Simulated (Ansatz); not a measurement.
Runs of Ansatz 0.2.0 on La. Symmetry: P6_3/mmc, No. 194, hexagonal system. Conventional cell: a = 3.750 Å, b = 3.750 Å, c = 6.070 Å, α = 90.00°, β = 90.00°, γ = 120.00°. La (site symmetry -6m2) is surrounded by 12 La at 3.73 to 3.75 Å. This isn't the form of La at room conditions, which is double hcp.

```tsv
task	level	U	cutoff (eV)	smearing	gap on the mesh (eV)	pressure (GPa)
density of states	PBEsol+U	La f U = 8 eV	120	fermi-dirac 0.05 eV	none	0.6
band structure	BLYP	-	120	fermi-dirac 0.05 eV	-	2.7
band structure	revPBE	-	121	fermi-dirac 0.05 eV	-	(a)
density of states	PBEsol+U	La f U = 6 eV	120	fermi-dirac 0.05 eV	none	0.3
density of states	PBEsol+U	La f U = 2 eV	120	fermi-dirac 0.05 eV	none	-0.7
band structure	RPBE	-	122	fermi-dirac 0.05 eV	-	2.0
band structure	LDA	-	120	fermi-dirac 0.05 eV	-	-2.8
density of states	PBEsol+U	La f U = 4 eV	120	fermi-dirac 0.05 eV	none	(b)
single point	PBE	-	121	gaussian 0.05 eV	none	0.7
single point	LDA	-	120	gaussian 0.05 eV	none	-2.8
band structure	PBE	-	121	fermi-dirac 0.05 eV	-	0.7
density of states	PBEsol+U	La f U = 5 eV	120	fermi-dirac 0.05 eV	none	0.1
```

Alike in all rows: potentials or basis all-electron LAPW, scalar-relativistic; no spin polarisation; cell as given; k mesh 8 × 8 × 5; basis error allowed 0.001 eV/atom.

Estimate the missing entries.

(a) 1.7; (b) -0.1.

Caveats: U is the effective U less J, on atomic orbitals that reach past the spheres (some runs); U without spin polarisation on a metal has little footing (some runs); the U is typed as a test and isn't derived for this compound (some runs).

A k mesh can miss the band edges, and the runs leave out spin-orbit coupling on La.

A gap of «none» marks a metal or a gap under the smearing width.

Not every run made on this cell is shown here.
